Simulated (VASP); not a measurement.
# TaN (P6_3/mmc) in VASP: further runs

Runs on TaN. Level: PBE. Tasks: band structure.

Everything below comes from runs of VASP 6.6.1. Logs are shortened: lines on timing, memory, paths and dates and some standing lists are left out, and cuts for length are marked.

## (1) Starting point

The structure is hexagonal, space group P6_3/mmc (No. 194). Conventional cell: a = 2.922 Å, b = 2.922 Å, c = 5.917 Å, α = 90.00°, β = 90.00°, γ = 120.00°. Ta (site symmetry -3m) is surrounded by 6 N at 2.24 Å. N (site symmetry -6m2) is surrounded by 6 Ta at 2.24 Å.

The cell comes from a database or a generator and needn't be the stable form of this composition.

## (2) Band structure, PBE

Contents of POSCAR:

```
TaN
1.0
    2.9217699809      0.0000000000      0.0000000000
   -1.4608849905      2.5303270275      0.0000000000
    0.0000000000      0.0000000000      5.9165150000
Ta N
2 2
Direct
    0.0000000000      0.0000000000      0.5000000000
    0.0000000000      0.0000000000      0.0000000000
    0.3333333333      0.6666666667      0.2500000000
    0.6666666667      0.3333333333      0.7500000000
```

Contents of INCAR.step1:

```
SYSTEM = TaN
  PREC = Accurate
  ENCUT = 500
  EDIFF = 1E-6
  ISMEAR = -1
  SIGMA = 0.05
  LREAL = .False.
  LASPH = .True.
  NELM = 100
  ALGO = Fast
  ISIF = 2
  LWAVE = .False.
  LCHARG = .True.
  LMAXMIX = 4
  GGA = PE
  NBANDS = 18
```

Contents of KPOINTS.step1:

```
Automatic mesh
0
Gamma
  10 10 5
  0 0 0
```

Contents of INCAR.step2:

```
SYSTEM = TaN
  PREC = Accurate
  ENCUT = 500
  EDIFF = 1E-6
  ISMEAR = 0
  SIGMA = 0.05
  LREAL = .False.
  LASPH = .True.
  NELM = 100
  ALGO = Fast
  ISIF = 2
  LWAVE = .False.
  LCHARG = .False.
  LMAXMIX = 4
  GGA = PE
  NBANDS = 18
  ICHARG = 11
```

Contents of KPOINTS.step2:

```
path GMKGALHA,LM,KH
15
line-mode
reciprocal
 0.0000000000  0.0000000000  0.0000000000  G
 0.5000000000  0.0000000000  0.0000000000  M

 0.5000000000  0.0000000000  0.0000000000  M
 0.3333333333  0.3333333333  0.0000000000  K

 0.3333333333  0.3333333333  0.0000000000  K
 0.0000000000  0.0000000000  0.0000000000  G

 0.0000000000  0.0000000000  0.0000000000  G
 0.0000000000  0.0000000000  0.5000000000  A

 0.0000000000  0.0000000000  0.5000000000  A
 0.5000000000  0.0000000000  0.5000000000  L

 0.5000000000  0.0000000000  0.5000000000  L
 0.3333333333  0.3333333333  0.5000000000  H

 0.3333333333  0.3333333333  0.5000000000  H
 0.0000000000  0.0000000000  0.5000000000  A

 0.5000000000  0.0000000000  0.5000000000  L
 0.5000000000  0.0000000000  0.0000000000  M

 0.3333333333  0.3333333333  0.0000000000  K
 0.3333333333  0.3333333333  0.5000000000  H
```

Potentials or basis: VASP PAW PBE potentials, release 64 (Ta, N).

The run is started by

```sh
$ cat potpaw_PBE.64/Ta/POTCAR potpaw_PBE.64/N/POTCAR > POTCAR
$ cp INCAR.step1 INCAR
$ cp KPOINTS.step1 KPOINTS
$ mpirun -np 1 vasp_std > vasp.out
$ cp INCAR.step2 INCAR
$ cp KPOINTS.step2 KPOINTS
$ mpirun -np 1 vasp_std > vasp.out
```

OUTCAR:

```text
SYSTEM = TaN
   PREC = Accurate
   ENCUT = 500
   EDIFF = 1E-6
   ISMEAR = 0
   LREAL = .False.
   LASPH = .True.
   NELM = 100
   ISIF = 2
   GGA = PE
   ICHARG = 11

 ion  position               nearest neighbor table
   1  0.000  0.000  0.500-   3 2.24   4 2.24   4 2.24   3 2.24   4 2.24   3 2.24   2 2.96   2 2.96

   2  0.000  0.000  0.000-   3 2.24   4 2.24   4 2.24   3 2.24   4 2.24   3 2.24   1 2.96   1 2.96

   3  0.333  0.667  0.250-   1 2.24   2 2.24   1 2.24   2 2.24   1 2.24   2 2.24
   4  0.667  0.333  0.750-   1 2.24   2 2.24   1 2.24   2 2.24   1 2.24   2 2.24

  LATTYP: Found a hexagonal cell.
 ALAT       =     2.9217699809
 C/A-ratio  =     2.0249763119

  Lattice vectors:

 A1 = (   2.9217699809,   0.0000000000,   0.0000000000)
 A2 = (  -1.4608849905,   2.5303270275,   0.0000000000)
 A3 = (   0.0000000000,   0.0000000000,   5.9165150000)

Analysis of symmetry for initial positions (statically):
=====================================================================
 Subroutine PRICEL returns:
 Original cell was already a primitive cell.

 Routine SETGRP: Setting up the symmetry group for a
 hexagonal supercell.

 Subroutine GETGRP returns: Found 24 space group operations
 (whereof 12 operations were pure point group operations)
 out of a pool of 24 trial point group operations.

The static configuration has the point symmetry D_3d.
 The point group associated with its full space group is D_6h.

Analysis of symmetry for dynamics (positions and initial velocities):
=====================================================================
 Subroutine PRICEL returns:
 Original cell was already a primitive cell.

 Routine SETGRP: Setting up the symmetry group for a
 hexagonal supercell.

 Subroutine GETGRP returns: Found 24 space group operations
 (whereof 12 operations were pure point group operations)
 out of a pool of 24 trial point group operations.

The dynamic configuration has the point symmetry D_3d.
 The point group associated with its full space group is D_6h.

 Subroutine INISYM returns: Found 24 space group operations
 (whereof 12 operations are pure point group operations),
 and found     1 'primitive' translations

----------------------------------------------------------------------------------------

                                     Primitive cell

  volume of cell :      43.7410
[... 81 lines left out ...]
   LNONCOLLINEAR =      F non collinear calculations
   LSORBIT =      F    spin-orbit coupling
   LASPH  =      T    aspherical Exc in radial PAW
   ENCUT  =  500.0 eV  36.75 Ry    6.06 a.u.   5.33  5.33 10.79*2*pi/ulx,y,z
   NELM   =    100;   NELMIN=  2; NELMDL=  0     # of ELM steps
   EDIFF  = 0.1E-05   stopping-criterion for ELM
   LREAL  =      F    real-space projection
   EDIFFG = 0.1E-04   stopping-criterion for IOM
   NSW    =      0    number of steps for IOM
   IBRION =     -1    ionic relax: 0-MD 1-quasi-New 2-CG
   NFREE  =      0    steps in history (QN), initial steepest desc. (CG)
   ISIF   =      2    stress and relaxation
   ISYM   =      2    0-nonsym 1-usesym 2-fastsym
   POTIM  = 0.5000    time-step for ionic-motion
   TEBEG  =    0.0;   TEEND  =   0.0 temperature during run
   PSTRESS=    0.0 pullay stress
   NELECT =      20.0000    total number of electrons
   NUPDOWN=      -1.0000    fix difference up-down
   EMIN   =  10.00;   EMAX   =-10.00  energy-range for DOS
   EFERMI =   0.00;   METHOD = LEGACY
   ISMEAR =     0;   SIGMA  =   0.05  broadening in eV -4-tet -1-fermi 0-gaus
   EFERMI_NEDOS =   21; number of points for ismear=-14 and -15
   IALGO  =     68    algorithm
   IMIX   =      4    mixing-type and parameters
     AMIX     =   0.40;   BMIX     =  1.00
     AMIX_MAG =   1.60;   BMIX_MAG =  1.00
  volume/ion in A,a.u.               =      10.94        73.79
  Fermi-wavevector in a.u.,A,eV,Ry     =   1.261214  2.383348 21.642237  1.590660
  Thomas-Fermi vector in A             =   2.394684
   LORBIT       =      0    0 simple, 1 ext, 2 COOP (PROOUT), +10 PAW based schemes
   GGA     = PE    functional components
   LHFCALC =     F    Hartree Fock is set to
   AEXX    =    0.0000 exact exchange contribution
   IVDW    =     0    specifies the selected vdW correction
   LEPSILON=     F    determine dielectric tensor
   LRPA    =     F    only Hartree local field effects (RPA)
 non-spin polarized calculation
 RMM-DIIS sequential band-by-band and
 Gauss-broadening in eV      SIGMA  =   0.05
  energy-cutoff  :      500.00
  volume of cell :       43.74
 maximum number of plane-waves:      1138
 NGX is ok and might be reduce to    24

 number of electron      20.0000000 magnetization

 Free energy of the ion-electron system (eV)
  ---------------------------------------------------
  ext. energy  EPLUGINS =         0.00000000
  ---------------------------------------------------
  free energy    TOTEN  =       -43.12855218 eV

  energy without entropy =      -43.12703306  energy(sigma->0) =      -43.12779262

 E-fermi :   8.4913     XC(G=0): -13.0954

 val. band max:        8.4798206416   @ k =   0.3333   0.3333   0.0714
 cond. band min:       8.5181195602   @ k =   0.1071   0.0000   0.0000
 fundamental gap:      0.0382989186
 Fermi energy:         8.4913025295

 k-point     1 :       0.0000    0.0000    0.0000
  band No.  band energies     occupation
      1      -9.1675      2.00000
      2      -6.9999      2.00000
      3      -0.8777      2.00000
      4       3.5534      2.00000
      5       3.5534      2.00000
      6       4.0670      2.00000
[... 481 lines left out ...]
      5       1.7724      2.00000
      6       2.9020      2.00000
[... 10 lines left out ...]
     17      14.8176      0.00000
     18      15.9055      0.00000

 [... further k-points ...]
[... 5 lines left out ...]
  --------------------------------------------------------------------------------------
  -------------------------------------------------------------------------------------
  Total        1.2959028      1.2959028      2.5250417     -0.0000000      0.0000000      0.0000000
  in kB       47.4672812     47.4672812     92.4890877     -0.0000000      0.0000000      0.0000000
  external PRESSURE =      62.4745500 kB  Pullay stress =       0.0000000 kB

 VOLUME and BASIS-vectors are now :
 -----------------------------------------------------------------------------
  energy-cutoff  :      500.00
  volume of cell :       43.74
      direct lattice vectors                 reciprocal lattice vectors
     2.921769981  0.000000000  0.000000000     0.342258291  0.197602916  0.000000000
    -1.460884991  2.530327027  0.000000000     0.000000000  0.395205833  0.000000000
     0.000000000  0.000000000  5.916515000     0.000000000  0.000000000  0.169018417

 POSITION                                       TOTAL-FORCE (eV/Angst)
 -----------------------------------------------------------------------------------
      0.00000      0.00000      2.95826        -0.000000      0.000000     -0.000000
      0.00000      0.00000      0.00000        -0.000000      0.000000     -0.000000
     -0.00000      1.68688      1.47913         0.000000      0.000000      0.000000
      1.46088      0.84344      4.43739         0.000000     -0.000000      0.000000
 -----------------------------------------------------------------------------------
    total drift:                               -0.000000      0.000000      0.000000

  FREE ENERGIE OF THE ION-ELECTRON SYSTEM (eV)
  ---------------------------------------------------
  free  energy   TOTEN  =       -43.1285521785 eV

  energy  without entropy=      -43.1270330617  energy(sigma->0) =      -43.12779262
```

OUTCAR.step1:

```text
SYSTEM = TaN
   PREC = Accurate
   ENCUT = 500
   EDIFF = 1E-6
   ISMEAR = -1
   LREAL = .False.
   LASPH = .True.
[... 739 lines left out ...]
      0.00000      0.00000      0.00000         0.000000      0.000000     -0.000000
     -0.00000      1.68688      1.47913         0.000000     -0.000000     -0.000000
      1.46088      0.84344      4.43739        -0.000000      0.000000      0.000000
 -----------------------------------------------------------------------------------
    total drift:                               -0.000000      0.000000     -0.000000

  FREE ENERGIE OF THE ION-ELECTRON SYSTEM (eV)
  ---------------------------------------------------
  free  energy   TOTEN  =       -44.2291767643 eV

  energy  without entropy=      -44.2190988139  energy(sigma->0) =      -44.22413779
```

OSZICAR.step1:

```text
N       E                     dE             d eps       ncg     rms          rms(c)
DAV:   1     0.565988929250E+02    0.56599E+02   -0.92710E+03  1512   0.978E+02
DAV:   2    -0.447230344332E+02   -0.10132E+03   -0.97237E+02  2116   0.206E+02
DAV:   3    -0.495984959006E+02   -0.48755E+01   -0.48232E+01  1948   0.473E+01
DAV:   4    -0.496404665190E+02   -0.41971E-01   -0.41880E-01  2076   0.436E+00
DAV:   5    -0.496408544488E+02   -0.38793E-03   -0.38784E-03  2000   0.383E-01    0.324E+01
RMM:   6    -0.445469013014E+02    0.50940E+01   -0.14685E+01  1586   0.188E+01    0.148E+01
RMM:   7    -0.442911910423E+02    0.25571E+00   -0.12775E+00  1699   0.894E+00    0.835E+00
RMM:   8    -0.442229835704E+02    0.68207E-01   -0.40653E-01  1799   0.325E+00    0.118E+00
RMM:   9    -0.442283331484E+02   -0.53496E-02   -0.83293E-02  1930   0.142E+00    0.228E-01
RMM:  10    -0.442292507560E+02   -0.91761E-03   -0.15344E-02  1970   0.509E-01    0.175E-01
RMM:  11    -0.442293766686E+02   -0.12591E-03   -0.26210E-03  1739   0.271E-01    0.223E-01
RMM:  12    -0.442291576447E+02    0.21902E-03   -0.94253E-04  1830   0.155E-01    0.357E-02
RMM:  13    -0.442291792005E+02   -0.21556E-04   -0.22458E-04  2019   0.628E-02    0.178E-02
RMM:  14    -0.442291758941E+02    0.33065E-05   -0.31485E-05  1879   0.286E-02    0.333E-03
RMM:  15    -0.442291767643E+02   -0.87021E-06   -0.67045E-06  1710   0.120E-02
   1 F= -.44229177E+02 E0= -.44224138E+02  d E =-.100780E-01
```

Wall time 44 s (1 thread of Intel Xeon Platinum 8559C (Emerald Rapids), shared host); peak memory 0.23 GiB.

What came out:

| Item | Value |
| --- | --- |
| Band gap along the path | none (metal or under the smearing width) |

Levels at the corners of the path, in eV from the Fermi level:
| point | band 6 | band 7 | band 8 | band 9 | band 10 | band 11 | band 12 | band 13 | band 14 | band 15 |
| --- | --- | --- | --- | --- | --- | --- | --- | --- | --- | --- |
| Γ | -4.28 | -3.49 | -1.97 | -1.97 | -0.23 | -0.23 | 0.55 | 0.55 | 2.34 | 3.10 |
| M | -5.36 | -4.16 | -3.69 | -2.79 | -2.11 | 2.82 | 3.93 | 4.78 | 5.12 | 5.37 |
| M | -5.36 | -4.16 | -3.69 | -2.79 | -2.11 | 2.82 | 3.93 | 4.78 | 5.12 | 5.37 |
| K | -5.92 | -5.92 | -3.85 | 0.20 | 0.20 | 0.95 | 0.95 | 2.00 | 4.90 | 6.26 |
| K | -5.92 | -5.92 | -3.85 | 0.20 | 0.20 | 0.95 | 0.95 | 2.00 | 4.90 | 6.26 |
| Γ | -4.28 | -3.49 | -1.97 | -1.97 | -0.23 | -0.23 | 0.55 | 0.55 | 2.34 | 3.10 |
| Γ | -4.28 | -3.49 | -1.97 | -1.97 | -0.23 | -0.23 | 0.55 | 0.55 | 2.34 | 3.10 |
| A | -3.83 | -3.83 | -3.83 | -0.65 | -0.65 | 0.98 | 0.98 | 0.98 | 0.98 | 4.29 |
| A | -3.83 | -3.83 | -3.83 | -0.65 | -0.65 | 0.98 | 0.98 | 0.98 | 0.98 | 4.29 |
| L | -5.86 | -4.32 | -4.32 | -2.20 | -2.20 | 3.87 | 3.87 | 4.72 | 4.72 | 5.60 |
| L | -5.86 | -4.32 | -4.32 | -2.20 | -2.20 | 3.87 | 3.87 | 4.72 | 4.72 | 5.60 |
| H | -5.77 | -5.68 | -5.68 | -0.43 | -0.43 | 2.69 | 2.69 | 3.10 | 3.10 | 3.93 |
| H | -5.77 | -5.68 | -5.68 | -0.43 | -0.43 | 2.69 | 2.69 | 3.10 | 3.10 | 3.93 |
| A | -3.83 | -3.83 | -3.83 | -0.65 | -0.65 | 0.98 | 0.98 | 0.98 | 0.98 | 4.29 |
| L | -5.86 | -4.32 | -4.32 | -2.20 | -2.20 | 3.87 | 3.87 | 4.72 | 4.72 | 5.60 |
| M | -5.36 | -4.16 | -3.69 | -2.79 | -2.11 | 2.82 | 3.93 | 4.78 | 5.12 | 5.37 |
| K | -5.92 | -5.92 | -3.85 | 0.20 | 0.20 | 0.95 | 0.95 | 2.00 | 4.90 | 6.26 |
| H | -5.77 | -5.68 | -5.68 | -0.43 | -0.43 | 2.69 | 2.69 | 3.10 | 3.10 | 3.93 |

Caveat: the log is that of the step along the path at fixed density, whose energy, stress, charges and moments have no meaning; spin-orbit coupling is left out, which moves the levels of the heavy elements.

## (3) Band structure, PBE

Contents of INCAR:

```
PREC = Accurate
ENCUT = 520
EDIFF = 1E-7
ISMEAR = -1
SIGMA = 0.05
LREAL = F
LASPH = T
NELM = 100
ALGO = Fast
ISIF = 2
LWAVE = F
LCHARG = F
LMAXMIX = 4
GGA = PE
```

Contents of KPOINTS:

```
Automatic mesh
0
Gamma
  10 10 5
```

POSCAR is that of step 2.

Contents of KPOINTS_OPT:

```
path GMKGALHA,LM,KH
20
line-mode
reciprocal
 0.0000000000  0.0000000000  0.0000000000  G
 0.5000000000  0.0000000000  0.0000000000  M

 0.5000000000  0.0000000000  0.0000000000  M
 0.3333333333  0.3333333333  0.0000000000  K

 0.3333333333  0.3333333333  0.0000000000  K
 0.0000000000  0.0000000000  0.0000000000  G

 0.0000000000  0.0000000000  0.0000000000  G
 0.0000000000  0.0000000000  0.5000000000  A

 0.0000000000  0.0000000000  0.5000000000  A
 0.5000000000  0.0000000000  0.5000000000  L

 0.5000000000  0.0000000000  0.5000000000  L
 0.3333333333  0.3333333333  0.5000000000  H

 0.3333333333  0.3333333333  0.5000000000  H
 0.0000000000  0.0000000000  0.5000000000  A

 0.5000000000  0.0000000000  0.5000000000  L
 0.5000000000  0.0000000000  0.0000000000  M

 0.3333333333  0.3333333333  0.0000000000  K
 0.3333333333  0.3333333333  0.5000000000  H
```

Potentials or basis: VASP PAW PBE potentials, release 64 (Ta_pv, N).

The run is started by

```sh
$ cat potpaw_PBE.64/Ta_pv/POTCAR potpaw_PBE.64/N/POTCAR > POTCAR
$ mpirun -np 1 vasp_std > vasp.out
```

It took 62 s on 1 thread of Intel Xeon Platinum 8559C (Emerald Rapids), shared host; peak memory 0.21 GiB.

It converged, with:

- Free energy: -44.0286 eV
- Pressure: -0.4 GPa
- Band gap along the path: none (metal or under the smearing width)

Stress tensor (GPa, compression positive):
```
-0.44  0.00  0.00
 0.00 -0.44  0.00
 0.00  0.00 -0.23
```

Levels at the corners of the path, in eV from the Fermi level:
| point | band 12 | band 13 | band 14 | band 15 | band 16 | band 17 | band 18 | band 19 | band 20 |
| --- | --- | --- | --- | --- | --- | --- | --- | --- | --- |
| Γ | -4.28 | -3.49 | -1.99 | -1.99 | -0.23 | -0.23 | 0.55 | 0.55 | 2.33 |
| M | -5.37 | -4.15 | -3.69 | -2.80 | -2.11 | 2.83 | 3.93 | 4.79 | 5.12 |
| M | -5.37 | -4.15 | -3.69 | -2.80 | -2.11 | 2.83 | 3.93 | 4.79 | 5.13 |
| K | -5.91 | -5.91 | -3.85 | 0.21 | 0.21 | 0.95 | 0.95 | 2.00 | 4.91 |
| K | -5.91 | -5.91 | -3.85 | 0.21 | 0.21 | 0.95 | 0.95 | 2.00 | 4.91 |
| Γ | -4.28 | -3.49 | -1.99 | -1.99 | -0.23 | -0.23 | 0.55 | 0.55 | 2.33 |
| Γ | -4.28 | -3.49 | -1.99 | -1.99 | -0.23 | -0.23 | 0.55 | 0.55 | 2.33 |
| A | -3.85 | -3.85 | -3.85 | -0.66 | -0.66 | 0.98 | 0.98 | 0.98 | 0.98 |
| A | -3.85 | -3.85 | -3.85 | -0.66 | -0.66 | 0.98 | 0.98 | 0.98 | 0.98 |
| L | -5.86 | -4.33 | -4.33 | -2.20 | -2.20 | 3.87 | 3.87 | 4.73 | 4.73 |
| L | -5.86 | -4.33 | -4.33 | -2.20 | -2.20 | 3.87 | 3.87 | 4.73 | 4.73 |
| H | -5.75 | -5.68 | -5.68 | -0.43 | -0.43 | 2.69 | 2.69 | 3.11 | 3.11 |
| H | -5.75 | -5.68 | -5.68 | -0.43 | -0.43 | 2.69 | 2.69 | 3.11 | 3.11 |
| A | -3.85 | -3.85 | -3.85 | -0.66 | -0.66 | 0.98 | 0.98 | 0.98 | 0.98 |
| L | -5.86 | -4.33 | -4.33 | -2.20 | -2.20 | 3.87 | 3.87 | 4.73 | 4.73 |
| M | -5.37 | -4.15 | -3.69 | -2.80 | -2.11 | 2.83 | 3.93 | 4.79 | 5.13 |
| K | -5.91 | -5.91 | -3.85 | 0.21 | 0.21 | 0.95 | 0.95 | 2.00 | 4.91 |
| H | -5.75 | -5.68 | -5.68 | -0.43 | -0.43 | 2.69 | 2.69 | 3.11 | 3.11 |

Caveat: spin-orbit coupling is left out, which moves the levels of the heavy elements.

(Part 1 of 2 ends here.)
